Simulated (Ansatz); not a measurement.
# GaP (F-43m) in Ansatz: notebook

The runs below take GaP through single point, relaxation of cell and atoms, with PBE, revPBE+D4.

All numbers are computed with Ansatz 0.2.0; they aren't measurements. Logs are shortened: lines on timing, memory, paths and dates and some standing lists are left out, and cuts for length are marked.

**What was measured.**

“Stacking defects in GaP nanowires: Electronic structure and optical properties”, 2018, arxiv:1810.01194 quotes, for a bulk crystal of GaP at 10 K: band gap 2.34 eV (indirect).

How close the calculation comes is told below.

### 1 The structure

It takes space group F-43m (No. 216, cubic). The conventional cell has a = 5.451 Å, b = 5.451 Å, c = 5.451 Å, α = 90.00°, β = 90.00°, γ = 90.00°. Ga (site symmetry -43m) is surrounded by 4 P at 2.36 Å. P (site symmetry -43m) is surrounded by 4 Ga at 2.36 Å.

### 2 Single point, PBE

Contents of input.yaml:

```yaml
crystal:
  lattice:
    - [0.0, 2.72525, 2.72525]
    - [2.72525, 0.0, 2.72525]
    - [2.72525, 2.72525, 0.0]
  atoms:
    - { symbol: Ga, position: [0.0, 0.0, 0.0] }
    - { symbol: P, position: [0.75, 0.75, 0.75] }
kpoints:
  mp_grid: { grid: [8, 8, 8] }
scf:
  occupations: { method: gaussian, width: 0.024 }
hamiltonian:
  xc: pbe
  pseudopotentials: { kind: all_electron, lapw: { basis_error: 0.001 } }
output:
  forces: true
  stress: true
  eigenvalues: true
```

Potentials or basis: all-electron LAPW, scalar-relativistic.

On the command line:

```
> ansatz run input.yaml --threads 1 --pin off --max-ram 3072MiB --backend cpu --events-out ev --progress --plain --runs-dir out
```

Log:

```text
Warning: RAYON_NUM_THREADS=1 ignored (pool sized by the plan → 1); use --threads N
LAPW: plane waves up to 8.540 Å⁻¹, error target 1.0e-3 eV per atom; small_component_spin mean_spin; P in spheres of 1.060 Å, 13 of its electrons in bands, Dirac shells []; Ga in spheres of 1.300 Å, 21 of its electrons in bands, Dirac shells [] (how accurate: hamiltonian.pseudopotentials.lapw.basis_error, Limitations)
Engine: ansatz 0.2.0, x86_64-unknown-linux-gnu
Pseudopotentials: kind: all_electron
Pseudopotential: Ga, LAPW, valence charge 21, lapw/all_electron/scalar/gaussian/Ga, Koelling and Harmon's equation, gaussian nucleus
Pseudopotential: P, LAPW, valence charge 13, lapw/all_electron/scalar/gaussian/P, Koelling and Harmon's equation, gaussian nucleus
Functional definition: PBE
  parameter kappa = 0.804
  parameter beta = 0.06672455060314922
  exchange = pbe_x(kappa = kappa, mu = beta*pi^2/3)
  correlation = pbe_c(beta = beta)
Crystal: 2 atoms, lattice volume = 40.481 Å³
Basis set: ecut = 277.8989088076663 eV, 411 PW (Γ), exchange–correlation at level 2
Bands: 21, of which v1, the nominal top of the filled ones, is band 17 counted from 1 (16 counted from 0)
Symmetry: 24 space group operations
Space group: F-43m (ITA 216), of the structure as read, at distance tolerance 3.4e-5 Å
k-points: 29 of 512 (time reversal used)
Non-local potential: Ga, projectors of the file, none
Non-local potential: P, projectors of the file, none
Initial density: superposition of atomic densities (chi_scale 0.1, normalization cell, long waves kept (reshape's long-wave potential 0.00 eV rms))
Initial wavefunctions: plane waves of lowest kinetic energy (no species holds an atomic orbital)
Functional: x = pbe(κ = 0.804, μ = 0.2195149727645171), c = pbe(β = 0.06672455060314922)
iter 1 solved again at ethr=2.47e-3 eV; its pass at ethr=1.00e-1 eV (dr2=8.41e-1 eV) is discarded
SCF iter   1: F=—  HF=-62209.939709 eV  |F-HF|=—  |Δ(HF+E_count)|=         —  Δρ=3.88e-2  dr2=8.42e-1  ethr=2.47e-3  ⟨swp⟩=2.0  Hψ=4154  notcnv=0
preconditioner: auto → none  [insulator: Δε(μ)=2.034 eV  Ē_g=15.010 eV  σ=0.024 eV  W_gap=1.00  n_scr=14 (ndim 8)  ℏωp=24.8 eV  f_vac=0.017  D(μ)=0.00/eV (n_scr^D=0)  ε∞_Penn≈3.7]
iter 2 solved again at ethr=2.36e-4 eV; its pass at ethr=2.47e-3 eV (dr2=8.03e-2 eV) is discarded
SCF iter   2: F=—  HF=-62209.698363 eV  |F-HF|=—  |Δ(HF+E_count)|=   2.41e-1  Δρ=1.53e-2  dr2=8.02e-2  ethr=2.36e-4  ⟨swp⟩=2.0  Hψ=3154  notcnv=0
SCF iter   3: F=—  HF=-62209.676769 eV  |F-HF|=—  |Δ(HF+E_count)|=   2.16e-2  Δρ=7.02e-3  dr2=1.57e-2  ethr=2.36e-4  ⟨swp⟩=2.0  Hψ=1781  notcnv=0
SCF iter   4: F=—  HF=-62209.673586 eV  |F-HF|=—  |Δ(HF+E_count)|=         —  Δρ=1.97e-3  dr2=1.47e-3  ethr=4.62e-5  ⟨swp⟩=2.0  Hψ=1781  notcnv=0
the basis was enlarged: its passes take 254.7 KiB over the memory plan, 1 of 1 planned eigensolver slots
SCF iter   5: F=—  HF=-62209.672920 eV  |F-HF|=—  |Δ(HF+E_count)|=   6.66e-4  Δρ=3.01e-4  dr2=2.43e-5  ethr=4.32e-6  ⟨swp⟩=2.0  Hψ=1674  notcnv=0
SCF iter   6: F=—  HF=-62209.672962 eV  |F-HF|=—  |Δ(HF+E_count)|=   4.16e-5  Δρ=4.72e-5  dr2=6.09e-7  ethr=7.15e-8  ⟨swp⟩=3.0  Hψ=1784  notcnv=0
SCF iter   7: F=-62209.672963 eV  HF=-62209.672963 eV  |F-HF|=1.07e-8  |Δ(HF+E_count)|=   1.48e-6  Δρ=4.42e-6  dr2=1.01e-8  ethr=1.79e-9  ⟨swp⟩=3.0  Hψ=1782  notcnv=0
SCF 1 converged in 7 iterations: F = -62209.672963 eV  dr2 = 1.01e-8
SCF converged after 7 iterations
Free energy (F): -62209.672963 eV
Harris-Foulkes:  -62209.672963 eV  (|F-HF|=1.07e-8)
Internal energy: -62209.672963 eV  (E = F + TS)
E sigma→0 (E₀):  -62209.672963 eV
Fermi energy:    9.351325 eV
--- Per-component energies (eV) ---
  E_band       = -1791.533813
  E_kinetic    = 63284.590871
  E_xc         = -2691.899901
  E_electrostatic = -122802.363933  (all electrons and nuclei)
  E_smearing   = -0.000000  (= −TS)
  E_closure    = 0.000000  (closes the sum)
  E_atoms      = -62200.568823  (free atoms, spherical and without spin; not in F)
  Σ components = -62209.672963   (vs F -62209.672963, Δ=0.00e0)
  Basis errors (estimates in eV, not in F): energy 4.4e-4 per atom: plane waves 4.1e-4 (2.4e-4 summed), levels above the bands 0.0e0, relativity 2.1e-8, radial functions 3.3e-5, core shells 1.7e-11; eigenvalues (radial functions only) 9.0e-7; not estimated: angular momenta, meshes, grids; target (lapw.basis_error) 1.0e-3; muffin-tin radii P 1.060 Å, Ga 1.300 Å
--- Forces (eV/Å), atoms counted from 1 ---
  atom   1  Ga     0.00000000    -0.00000000     0.00000000
  atom   2  P     -0.00000000     0.00000000    -0.00000000
  max |Σ_I F_I| component: 1.73e-17 eV/Å
--- Stress (GPa, compression-positive) ---
        2.484478      -0.000000      -0.000000
       -0.000000       2.484478       0.000000
       -0.000000       0.000000       2.484478
  P = ⅓ Tr σ = 2.4845 GPa (24.845 kbar)
--- Band table (eV; the first three rows and the last of 29) ---
  k-point 0: bands = ["-159.2155", "-134.8002", "-109.6904", "-109.6904", "-109.6904", "-85.5317", "-85.5317", "-85.5317", "-5.9960", "-5.9960", "-5.9960", "-5.8970", "-5.8970", "-3.9627", "8.5292", "8.5292", "8.5292", "10.3597", "12.4178", "12.4178", "12.4178"]
  k-point 1: bands = ["-159.2155", "-134.8002", "-109.6904", "-109.6904", "-109.6904", "-85.5317", "-85.5317", "-85.5317", "-6.0100", "-5.9912", "-5.9912", "-5.8970", "-5.8970", "-3.7600", "6.9025", "8.2997", "8.2997", "10.9837", "12.7669", "12.7669", "12.9987"]
  k-point 2: bands = ["-159.2155", "-134.8002", "-109.6904", "-109.6904", "-109.6904", "-85.5317", "-85.5317", "-85.5317", "-6.0406", "-5.9812", "-5.9812", "-5.8957", "-5.8957", "-3.1861", "4.6560", "7.8672", "7.8672", "10.6896", "13.2722", "13.2722", "14.8784"]
  k-point 28: bands = ["-159.2155", "-134.8002", "-109.6904", "-109.6904", "-109.6904", "-85.5317", "-85.5317", "-85.5317", "-6.0958", "-5.9572", "-5.9362", "-5.9120", "-5.8882", "-0.9042", "1.9843", "4.9561", "5.1110", "13.2318", "13.3958", "14.6352", "14.6765"]
```

Wall time 19 s (1 thread of Intel Xeon at 2.50GHz (Skylake/Cascade Lake), shared host); peak memory 0.29 GiB.

Results:

```yaml
Free_energy: -62209.6730 eV
Pressure: 2.5 GPa
Band_gap_on_the_k_mesh: 1.64 eV, indirect (least direct gap 1.83 eV)
```

### 3 Relaxation of cell and atoms, revPBE+D4

Edit input.yaml of step 2 so:

```diff
@@ -11,5 +11,6 @@
 scf:
-  occupations: { method: gaussian, width: 0.024 }
+  occupations: { method: fermi_dirac, width: 0.05 }
 hamiltonian:
-  xc: pbe
+  xc: revpbe
+  dispersion: d4
   pseudopotentials: { kind: all_electron, lapw: { basis_error: 0.001 } }
@@ -18,2 +19,5 @@
   stress: true
-  eigenvalues: true
+relax:
+  f_tol: 0.02
+  max_steps: 60
+  cell: {}
```

Potentials or basis: all-electron LAPW, scalar-relativistic.

On the command line:

```
> ansatz run input.yaml --threads 1 --pin off --max-ram 3072MiB --backend cpu --events-out ev --progress --plain --runs-dir out
```

Run time: 53 s. Hardware: 1 thread of Intel Xeon at 2.50GHz (Skylake/Cascade Lake), shared host; peak memory 0.31 GiB.

It converged, with:

* Free energy: -62217.3994 eV
* Relaxed volume: 19.72 Å³/atom
* Relaxed cell: a = 3.820 Å, b = 3.820 Å, c = 3.820 Å, α = 60.00°, β = 60.00°, γ = 60.00°
* Space group after relaxing (to 0.05 Å): F-43m (No. 216)
* Energy gained by relaxing: 3.6 meV/atom
* Ionic steps: 4
* Pressure after relaxing: 0.0 GPa
* Band gap on the k mesh: 1.67 eV

Step by step:
```
step  energy change (eV)  largest force (eV/Å)  volume (Å³)
   1              0.0000                0.0000        40.48
   2             -0.0065                0.0000        39.76
   3             -0.0072                0.0000        39.43
   4             -0.0072                0.0000        39.43
```

Final structure:
```yaml
crystal:
  lattice:
    - [0.00000, 2.70148, 2.70148]
    - [2.70148, 0.00000, 2.70148]
    - [2.70148, 2.70148, 0.00000]
  atoms:
    - { symbol: Ga, position: [0.00000, 0.00000, 0.00000] }
    - { symbol: P, position: [0.75000, 0.75000, 0.75000] }
```

### 4 Comparison with measurements

Step 2. Against the measured gap of GaP, 2.34 eV (indirect; 10 K; quoted in “Stacking defects in GaP nanowires: Electronic structure and optical properties”, 2018, arxiv:1810.01194), the calculated 1.64 eV is off by -0.70 eV. Spin-orbit coupling on Ga is left out. The value is that of PBE on a finite k mesh, which can miss the band edges, without temperature or zero-point motion. Semilocal functionals fall short of measured gaps as a rule.
